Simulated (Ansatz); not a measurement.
AlCu:

```
Cu Al
1.0
     2.99751    0.00000    0.00000
     0.00000    2.99751    0.00000
     0.00000    0.00000    2.99751
Cu Al
1 1
Cartesian
  1.4988 1.4988 1.4988
  0.0000 0.0000 0.0000
```

The cell comes from a database or a generator and needn't be the stable form of this composition.

Base run:

```yaml
Program: Ansatz 0.2.0
Functional: LDA
Potentials_or_basis: all-electron LAPW, scalar-relativistic
Cutoff: 233 eV
Density_cutoff: 932 eV
Basis_error_allowed: 0.001 eV/atom
k_mesh: 9 × 9 × 9
Occupations: fermi-dirac, width 0.05 eV
Spin: no spin polarisation
```

Its results: pressure -8.5 GPa.

**Question.** The run is repeated on the same cell with these changes: functional from LDA to PBEsol. What comes out?

**Answer.** Pressure -4.7 GPa.

PBEsol binds less tightly than LDA, so the same cell stands under more pressure.

Not every run made on this cell is shown here.
